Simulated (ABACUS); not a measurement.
# Si2W (I4/mmm) in ABACUS: notebook

Runs on Si2W. Level: PBE. Tasks: equation of state.

Program: ABACUS 3.10.1. These are calculated values, not measurements. Logs are shortened: lines on timing, memory, paths and dates and some standing lists are left out, and cuts for length are marked.

**1. The structure**

The structure is tetragonal, space group I4/mmm (No. 139). Conventional cell: a = 3.214 Å, b = 3.214 Å, c = 7.830 Å, α = 90.00°, β = 90.00°, γ = 90.00°. W (site symmetry 4/mmm) has 10 Si at 2.62 Å as nearest neighbours. Around Si (site symmetry 4mm) lie 5 Si at 2.59 to 2.63 Å and 5 W at 2.62 Å.

**2. Equation of state, PBE, 12.67 Å³/atom (volume scaled by 0.94)**

Contents of INPUT:

```
INPUT_PARAMETERS
suffix              Si2W
calculation         scf
basis_type          lcao
pseudo_dir          ./
orbital_dir         ./
symmetry            1
dft_functional      pbe
ecutwfc             100
pseudo_rcut         10
nspin               1
nbands              15
ks_solver           genelpa
smearing_method     fd
smearing_sigma      0.00367493
scf_thr             1e-07
scf_nmax            100
mixing_type         broyden
mixing_beta         0.7
cal_force           1
cal_stress          1
out_mul             1
```

Contents of STRU:

```
ATOMIC_SPECIES
W 183.8400 W.upf
Si 28.0850 Si.upf

NUMERICAL_ORBITAL
W_confined-atom_7au_3s2p2d1f.orb
Si_confined-atom_7au_2s2p1d.orb

LATTICE_CONSTANT
1.8897261246

LATTICE_VECTORS
-1.5740969181 1.5740969181 3.8350306363
1.5740969181 -1.5740969181 3.8350306363
1.5740969181 1.5740969181 -3.8350306363

ATOMIC_POSITIONS
Direct

W
0.0
1
0.0000000000 0.0000000000 0.0000000000 1 1 1

Si
0.0
2
0.6653000000 0.6653000000 0.0000000000 1 1 1
0.3347000000 0.3347000000 0.0000000000 1 1 1
```

Contents of KPT:

```
K_POINTS
0
Gamma
12 12 12 0 0 0
```

Potentials or basis: PseudoDojo NC SR 0.4.1 PBE standard, DZP LCAO (the cutoffs set its grid).

Launch:

```console
$ OMP_NUM_THREADS=1 mpirun -np 4 abacus > log
```

running log:

```text
ABACUS v3.10.1

               Atomic-orbital Based Ab-initio Computation at UStc

 ------------------------------------------------------------------------------------

 READING GENERAL INFORMATION
                           global_out_dir = OUT.Si2W/
                           global_in_card = INPUT
                               pseudo_dir = ./
                              orbital_dir = ./
                                    DSIZE = 4
                                    GSIZE = 1

 READING UNITCELL INFORMATION
                                    ntype = 2
                  lattice constant (Bohr) = 1.88973
              lattice constant (Angstrom) = 1

 READING ATOM TYPE 1
                               atom label = W
                      L=0, number of zeta = 3
                      L=1, number of zeta = 2
                      L=2, number of zeta = 2
                      L=3, number of zeta = 1
             number of atom for this type = 1

 READING ATOM TYPE 2
                               atom label = Si
                      L=0, number of zeta = 2
                      L=1, number of zeta = 2
                      L=2, number of zeta = 1
             number of atom for this type = 2

                        TOTAL ATOM NUMBER = 3
DIRECT COORDINATES
    atom                   x                   y                   z     mag                  vx                  vy                  vz
taud_W1            0.0000000000        0.0000000000        0.0000000000  0.0000        0.0000000000        0.0000000000        0.0000000000
taud_Si1            0.6653000000        0.6653000000        0.0000000000  0.0000        0.0000000000        0.0000000000        0.0000000000
taud_Si2            0.3347000000        0.3347000000        0.0000000000  0.0000        0.0000000000        0.0000000000        0.0000000000

                          Volume (Bohr^3) = 256.501
                             Volume (A^3) = 38.0094

 Lattice vectors: (Cartesian coordinate: in unit of a_0)
              -1.5741             +1.5741            +3.83503
              +1.5741             -1.5741            +3.83503
              +1.5741             +1.5741            -3.83503
 Reciprocal vectors: (Cartesian coordinate: in unit of 2 pi/a_0)
                   +0           +0.317642           +0.130377
            +0.317642                  +0           +0.130377
            +0.317642           +0.317642                  +0
 The esolver type has been set to : ksdft_lcao

                PAO radial cut off (Bohr) = 10

 Read in pseudopotential file is W.upf
                     pseudopotential type = NC
          exchange-correlation functional = PBE
                 nonlocal core correction = 1
                        valence electrons = 14
                                     lmax = 3
                           number of zeta = 4
                     number of projectors = 8
                           L of projector = 0
                           L of projector = 0
                           L of projector = 1
                           L of projector = 1
                           L of projector = 2
                           L of projector = 2
                           L of projector = 3
                           L of projector = 3
                PAO radial cut off (Bohr) = 10

 Read in pseudopotential file is Si.upf
                     pseudopotential type = NC
          exchange-correlation functional = PBE
                 nonlocal core correction = 1
                        valence electrons = 4
                                     lmax = 2
                           number of zeta = 2
                     number of projectors = 6
                           L of projector = 0
                           L of projector = 0
                           L of projector = 1
                           L of projector = 1
                           L of projector = 2
                           L of projector = 2
     initial pseudo atomic orbital number = 18

 SETUP THE ELECTRONS NUMBER
             electron number of element W = 14
       total electron number of element W = 14
            electron number of element Si = 4
      total electron number of element Si = 8
            AUTOSET number of electrons:  = 22
                           occupied bands = 11
                                   NLOCAL = 52
                                   NBANDS = 15
                                   NBANDS = 15
                                   NLOCAL = 52

%%%%%%%%%%%%%%%%%%%%%%%%%%%%%%%%%%%%%%%%%%%%%%%%%%%%%%%%%%%%%%%%%%%%%%%%%%%%%%%%%%%%%%%%%%%%%%%%%%%%%%%%%%
[... 86 lines left out ...]
       2 -0.08333333  0.00000000  0.08333333  0.0046       1
       3 -0.16666667  0.00000000  0.16666667  0.0046       2
       4 -0.25000000  0.00000000  0.25000000  0.0046       3
       5 -0.33333333  0.00000000  0.33333333  0.0046       4
       6 -0.41666667  0.00000000  0.41666667  0.0046       5
[... 22 lines left out ...]
      29  0.33333333  0.25000000  0.41666667  0.0093      40
      30  0.41666667  0.25000000  0.33333333  0.0093      41
[... 133 further k points ...]

                               nkstot now = 163
[... K-POINTS DIRECT COORDINATES: 163 rows ...]

           k-point number in this process = 163
       minimum distributed K point number = 163
[... stars of the k points ...]

[... K-POINTS CARTESIAN COORDINATES: 163 rows ...]

[... K-POINTS DIRECT COORDINATES: 163 rows ...]

 SETUP PLANE WAVES FOR WAVE FUNCTIONS
     energy cutoff for wavefunc (unit:Ry) = 100
              fft grid for wave functions = [ 54, 54, 54 ]
                    number of plane waves = 6699
                         number of sticks = 649

 PARALLEL PW FOR WAVE FUNCTIONS
     PROC   COLUMNS(POT)             PW
        1            163           1676
        2            162           1674
        3            162           1675
        4            162           1674
 --------------- sum -------------------
        4            649           6699

 SET NONLOCAL PSEUDOPOTENTIAL PROJECTORS
 SET NONLOCAL PSEUDOPOTENTIAL PROJECTORS
 max number of nonlocal projetors among all species is 8

 -------------------------------------------
 SELF-CONSISTENT
 -------------------------------------------

 SETUP SEARCHING RADIUS FOR PROGRAM TO SEARCH ADJACENT ATOMS
                  longest orb rcut (Bohr) = 7
   longest nonlocal projector rcut (Bohr) = 2.06
                     search radius (Bohr) = 18.1
              searching radius is (Bohr)) = 18.1
         searching radius unit is (Bohr)) = 1.89
                         PeriodicBoundary = 1
                        Radius(unit:lat0) = 9.59
                                   glayer = [ 5, 5, 6 ]
                             glayer_minus = [ 4, 4, 5 ]

Find the coordinate range of the input atom(unit:lat0).
                                  min_tau = [ -20.5, -20.5, -49.9 ]
                                  max_tau = [ 20.5, 20.5, 55 ]
                                BoxNumber = [ 9, 9, 11 ]

 SETUP EXTENDED REAL SPACE GRID FOR GRID INTEGRATION
                          real space grid = [ 54, 54, 54 ]
                 big cell numbers in grid = [ 27, 27, 27 ]
             meshcell numbers in big cell = [ 2, 2, 2 ]
                        extended fft grid = [ 35, 35, 45 ]
                dimension of extened grid = [ 98, 98, 118 ]
                            UnitCellTotal = 125
              Atom number in sub-FFT-grid = 3
    Local orbitals number in sub-FFT-grid = 52
                                ParaV.nnr = 45214
                                 init_chg = atomic

 LCAO ALGORITHM --------------- ION=   1  ELEC=   1--------------------------------

 Density error is 0.057298658925
----------------------------------------------------------
     Energy           Rydberg                 eV
----------------------------------------------------------
 E_KohnSham     -168.6679849770      -2294.8456658659
 E_Harris       -168.9220405016      -2298.3022686087
 E_Fermi        1.3311704399         18.1115029921
----------------------------------------------------------
[... 80 lines left out ...]
 Density error is 1.8578431257e-08
----------------------------------------------------------
     Energy           Rydberg                 eV
----------------------------------------------------------
 E_KohnSham     -168.6688288813      -2294.8571477732
 E_KS(sigma->0) -168.6687603378      -2294.8562151910
 E_Harris       -168.6688281625      -2294.8571379929
 E_band         -4.1546496865        -56.5269089298
 E_one_elec     -27.6552185720       -376.2685520142
 E_Hartree      26.7756075086        364.3008295280
 E_xc           -39.9012297849       -542.8840822813
 E_Ewald        -127.8878509461      -1740.0034778412
 E_entropy(-TS) -0.0001370870        -0.0018651644
 E_descf        0.0000000000         0.0000000000
 E_exx          0.0000000000         0.0000000000
 E_Fermi        1.3231881568         18.0028984580
----------------------------------------------------------

 charge density convergence is achieved
 final etot is -2294.8571478 eV
 EFERMI = 18.002898458 eV

 STATE ENERGY(eV) AND OCCUPATIONS    NSPIN == 1
 1/163 kpoint (Cartesian) = 0.0000 0.0000 0.0000 (1085 pws)
       1       -55.7805     0.00115741
       2       -20.0919     0.00115741
       3       -20.0500     0.00115741
       4       -20.0500     0.00115741
       5        3.36065     0.00115741
       6        10.6653     0.00115741
       7        14.2867     0.00115741
       8        14.3559     0.00115741
       9        14.9563     0.00115741
      10        14.9563     0.00115741
      11        18.6230    4.76124e-09
      12        20.7467    1.70300e-27
      13        21.1070    1.26296e-30
      14        21.2202    1.31201e-31
      15        21.2202    1.31201e-31
[... 71 lines left out ...]
       2       -20.3098     0.00925926
       3       -20.0719     0.00925926
       4       -20.0258     0.00925926
       5        6.47783     0.00925926
       6        8.79721     0.00925926
       7        11.9982     0.00925926
       8        12.9647     0.00925926
       9        15.0870     0.00925926
      10        15.0961     0.00925926
      11        17.1723     0.00925926
      12        20.4950    2.09242e-24
      13        21.2577    4.96606e-31
      14        21.5774    8.30242e-34
      15        23.0141    2.75158e-46

[... levels at 157 further k points ...]

 correction force for each atom along direction 1 is -7.84789e-15
 correction force for each atom along direction 2 is 5.29068e-14
 correction force for each atom along direction 3 is 1.55362e-14
------------------------------------------------------------------------------------------
 TOTAL-FORCE (eV/Angstrom)
------------------------------------------------------------------------------------------
                        W1         0.0000000000         0.0000000000         0.0000000000
                       Si1         0.0000000000         0.0000000000         0.2869615546
                       Si2         0.0000000000         0.0000000000        -0.2869615546
------------------------------------------------------------------------------------------

----------------------------------------------------------------
 TOTAL-STRESS (KBAR)
----------------------------------------------------------------
       200.9038274414         0.0000000000        -0.0000000000
         0.0000000000       200.9038274414        -0.0000000000
         0.0000000000         0.0000000000       227.6281009809
----------------------------------------------------------------
 TOTAL-PRESSURE: 209.811919 KBAR

 --------------------------------------------
 !FINAL_ETOT_IS -2294.8571477732098174 eV
 --------------------------------------------
```

Run time: 14 s. Hardware: 4 MPI ranks of Intel Xeon at 2.60GHz (Ice Lake), shared host; peak memory 0.52 GiB.

What came out:

| Quantity | Value |
| --- | --- |
| Free energy | -2294.8571 eV |
| Pressure | 21.0 GPa |
| Largest force | 0.287 eV/Å |
| Band gap on the k mesh | none (metal or under the smearing width) |
| Mulliken charges | W +0.32; Si -0.16 e |

Caveat: the atomic orbitals were generated for these runs and aren't a published set; Mulliken charges move with the basis; the basis of atomic orbitals isn't converged, which shifts pressures, moduli and gaps.

**3. Equation of state, PBE, 12.94 Å³/atom (volume scaled by 0.96)**

INPUT is that of step 2.

STRU, as its differences from that of step 2:

```diff
@@ -12,5 +12,5 @@
 LATTICE_VECTORS
--1.5740969181 1.5740969181 3.8350306363
-1.5740969181 -1.5740969181 3.8350306363
-1.5740969181 1.5740969181 -3.8350306363
+-1.5851824729 1.5851824729 3.8620387842
+1.5851824729 -1.5851824729 3.8620387842
+1.5851824729 1.5851824729 -3.8620387842
```

KPT is that of step 2.

Potentials or basis: PseudoDojo NC SR 0.4.1 PBE standard, DZP LCAO (the cutoffs set its grid).

Launch:

```console
$ OMP_NUM_THREADS=1 mpirun -np 4 abacus > log
```

It took 14 s on 4 MPI ranks of Intel Xeon at 2.60GHz (Ice Lake), shared host; peak memory 0.52 GiB.

Results (log left out):

```yaml
Free_energy: -2294.9473 eV
Pressure: 14.8 GPa
Largest_force: 0.221 eV/Å
Band_gap_on_the_k_mesh: none (metal or under the smearing width)
Mulliken_charges: W +0.31; Si -0.15 e
```

Caveat: the atomic orbitals were generated for these runs and aren't a published set; Mulliken charges move with the basis; the basis of atomic orbitals isn't converged, which shifts pressures, moduli and gaps.

**4. Equation of state, PBE, 13.21 Å³/atom (volume scaled by 0.98)**

INPUT is that of step 3.

STRU, as its differences from that of step 3:

```diff
@@ -12,5 +12,5 @@
 LATTICE_VECTORS
--1.5851824729 1.5851824729 3.8620387842
-1.5851824729 -1.5851824729 3.8620387842
-1.5851824729 1.5851824729 -3.8620387842
+-1.5961151113 1.5961151113 3.8886743761
+1.5961151113 -1.5961151113 3.8886743761
+1.5961151113 1.5961151113 -3.8886743761
```

KPT is that of step 3.

Launch:

```console
$ OMP_NUM_THREADS=1 mpirun -np 4 abacus > log
```

Wall time 14 s (4 MPI ranks of Intel Xeon at 2.60GHz (Ice Lake), shared host); peak memory 0.48 GiB.

Results (log left out):

```
Free energy            : -2295.0081 eV
Pressure               : 9.3 GPa
Largest force          : 0.159 eV/Å
Band gap on the k mesh : none (metal or under the smearing width)
Mulliken charges       : W +0.29; Si -0.15 e
```

Caveat: the atomic orbitals were generated for these runs and aren't a published set; Mulliken charges move with the basis; the basis of atomic orbitals isn't converged, which shifts pressures, moduli and gaps.

**5. Equation of state, PBE, 13.48 Å³/atom**

INPUT is that of step 4.

STRU, as its differences from that of step 4:

```diff
@@ -12,5 +12,5 @@
 LATTICE_VECTORS
--1.5961151113 1.5961151113 3.8886743761
-1.5961151113 -1.5961151113 3.8886743761
-1.5961151113 1.5961151113 -3.8886743761
+-1.6069000000 1.6069000000 3.9149500000
+1.6069000000 -1.6069000000 3.9149500000
+1.6069000000 1.6069000000 -3.9149500000
```

KPT is that of step 4.

Launch:

```console
$ OMP_NUM_THREADS=1 mpirun -np 4 abacus > log
```

Run time: 13 s. Hardware: 4 MPI ranks of Intel Xeon at 2.60GHz (Ice Lake), shared host; peak memory 0.52 GiB.

The run converged. Its results:

```yaml
Free_energy: -2295.0425 eV
Pressure: 4.4 GPa
Largest_force: 0.101 eV/Å
Band_gap_on_the_k_mesh: none (metal or under the smearing width)
Mulliken_charges: W +0.28; Si -0.14 e
```

Caveat: the atomic orbitals were generated for these runs and aren't a published set; Mulliken charges move with the basis; the basis of atomic orbitals isn't converged, which shifts pressures, moduli and gaps.

**6. Equation of state, PBE, 13.75 Å³/atom (volume scaled by 1.02)**

INPUT is that of step 5.

STRU, as its differences from that of step 5:

```diff
@@ -12,5 +12,5 @@
 LATTICE_VECTORS
--1.6069000000 1.6069000000 3.9149500000
-1.6069000000 -1.6069000000 3.9149500000
-1.6069000000 1.6069000000 -3.9149500000
+-1.6175420320 1.6175420320 3.9408775768
+1.6175420320 -1.6175420320 3.9408775768
+1.6175420320 1.6175420320 -3.9408775768
```

KPT is that of step 5.

Potentials or basis: PseudoDojo NC SR 0.4.1 PBE standard, DZP LCAO (the cutoffs set its grid).

Launch:

```console
$ OMP_NUM_THREADS=1 mpirun -np 4 abacus > log
```

Run time: 13 s. Hardware: 4 MPI ranks of Intel Xeon at 2.60GHz (Ice Lake), shared host; peak memory 0.52 GiB.

Results (log left out):

* Free energy: -2295.0531 eV
* Pressure: -0.1 GPa
* Largest force: 0.047 eV/Å
* Band gap on the k mesh: none (metal or under the smearing width)
* Mulliken charges: W +0.28; Si -0.14 e

Caveat: the atomic orbitals were generated for these runs and aren't a published set; Mulliken charges move with the basis; the basis of atomic orbitals isn't converged, which shifts pressures, moduli and gaps.

**7. Equation of state, PBE, 14.02 Å³/atom (volume scaled by 1.04)**

INPUT is that of step 6.

STRU, as its differences from that of step 6:

```diff
@@ -12,5 +12,5 @@
 LATTICE_VECTORS
--1.6175420320 1.6175420320 3.9408775768
-1.6175420320 -1.6175420320 3.9408775768
-1.6175420320 1.6175420320 -3.9408775768
+-1.6280458460 1.6280458460 3.9664684080
+1.6280458460 -1.6280458460 3.9664684080
+1.6280458460 1.6280458460 -3.9664684080
```

KPT is that of step 6.

Launch:

```console
$ OMP_NUM_THREADS=1 mpirun -np 4 abacus > log
```

It took 14 s on 4 MPI ranks of Intel Xeon at 2.60GHz (Ice Lake), shared host; peak memory 0.48 GiB.

It converged, with:

```
Free energy            : -2295.0424 eV
Pressure               : -4.1 GPa
Largest force          : 0.005 eV/Å
Band gap on the k mesh : none (metal or under the smearing width)
Mulliken charges       : W +0.27; Si -0.14 e
```

Caveat: the atomic orbitals were generated for these runs and aren't a published set; Mulliken charges move with the basis; the basis of atomic orbitals isn't converged, which shifts pressures, moduli and gaps.

**8. Equation of state, PBE, 14.29 Å³/atom (volume scaled by 1.06)**

INPUT is that of step 7.

STRU, as its differences from that of step 7:

```diff
@@ -12,5 +12,5 @@
 LATTICE_VECTORS
--1.6280458460 1.6280458460 3.9664684080
-1.6280458460 -1.6280458460 3.9664684080
-1.6280458460 1.6280458460 -3.9664684080
+-1.6384158444 1.6384158444 3.9917332191
+1.6384158444 -1.6384158444 3.9917332191
+1.6384158444 1.6384158444 -3.9917332191
```

KPT is that of step 7.

Launch:

```console
$ OMP_NUM_THREADS=1 mpirun -np 4 abacus > log
```

It took 13 s on 4 MPI ranks of Intel Xeon at 2.60GHz (Ice Lake), shared host; peak memory 0.48 GiB.

It converged, with:

| Quantity | Value |
| --- | --- |
| Free energy | -2295.0125 eV |
| Pressure | -7.7 GPa |
| Largest force | 0.054 eV/Å |
| Band gap on the k mesh | none (metal or under the smearing width) |
| Mulliken charges | W +0.27; Si -0.13 e |

Caveat: the atomic orbitals were generated for these runs and aren't a published set; Mulliken charges move with the basis; the basis of atomic orbitals isn't converged, which shifts pressures, moduli and gaps.

**9. Equation of state, PBE**

Potentials or basis: PseudoDojo NC SR 0.4.1 PBE standard, DZP LCAO (the cutoffs set its grid).

This step only gathers the single runs of the series.

What came out:

| Quantity | Value |
| --- | --- |
| Equilibrium volume | 13.74 Å³/atom |
| Bulk modulus at fixed shape and positions | 216 GPa |
| Pressure derivative of the bulk modulus | 4.4 |

Energy against volume, from the lowest point:
| volume (Å³/atom) | energy (meV/atom) |
| --- | --- |
| 12.670 | 65.32 |
| 12.939 | 35.27 |
| 13.209 | 15.00 |
| 13.479 | 3.55 |
| 13.748 | 0.00 |
| 14.018 | 3.57 |
| 14.287 | 13.53 |

Caveat: the atomic orbitals were generated for these runs and aren't a published set; the cell was scaled at fixed shape and fractional positions, which overstates the stiffness of a crystal with free parameters, most of all of layers and chains; the basis of atomic orbitals isn't converged, which shifts pressures, moduli and gaps.
